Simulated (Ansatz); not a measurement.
**Phonon spectrum of LiF**

Method: Ansatz 0.2.0, DFT PBE, scalar-relativistic, plane waves, PAW. Settings: 420 eV plane-wave cutoff, Γ-centred 6×6×6 mesh, fixed occupations. No spin polarisation. Phonons by linear response, acoustic sum rule imposed.

The cell, relaxed at this level:
```yaml
crystal:
  lattice:
    - [-3.09188, 3.09188, 2.43418]
    - [3.09188, -3.09188, 2.43418]
    - [3.09188, 3.09188, -2.43418]
  atoms:
    - { symbol: Li, position: [0.45219, 0.65966, 0.50000] }
    - { symbol: Li, position: [0.15966, 0.95219, 0.50000] }
    - { symbol: Li, position: [0.95219, 0.45219, 0.79254] }
    - { symbol: Li, position: [0.65966, 0.15966, 0.20746] }
    - { symbol: F, position: [0.34706, 0.84706, 0.80597] }
    - { symbol: F, position: [0.04109, 0.54109, 0.19403] }
    - { symbol: F, position: [0.84706, 0.04109, 0.50000] }
    - { symbol: F, position: [0.54109, 0.34706, 0.50000] }
```

The structure comes from a generated guess, relaxed at this level; another structure or a mixture of phases may lie lower. The q mesh is coarse, so values between its points are rough.

Force constants from linear response on a 2×2×2 q mesh.

Task: Is the structure dynamically stable on this mesh?

Result: Yes, on this mesh: no mode is imaginary.

Task: Give the frequencies (cm⁻¹; i marks imaginary ones) at the irreducible q points, in fractions of the reciprocal vectors, the Γ row without the LO field.

Result:
```json
{"q": "0.000 0.000 0.000", "star": "1", "frequencies": "0 0 0 163 174 261 261 272 277 277 299 314 343 360 378 390 390 413 413 441 478 478 550 570"}
{"q": "0.000 0.000 -0.500", "star": "2", "frequencies": "69 121 123 161 178 201 208 236 280 289 299 316 335 356 373 377 387 412 459 471 480 560 571 640"}
{"q": "0.000 -0.500 0.000", "star": "4", "frequencies": "114 114 155 155 171 171 204 204 232 232 313 313 348 348 367 367 437 437 473 473 544 544 606 606"}
{"q": "-0.500 -0.500 -0.500", "star": "1", "frequencies": "60 144 144 168 168 208 213 213 248 259 296 327 337 372 372 402 408 431 431 503 507 507 544 641"}
```
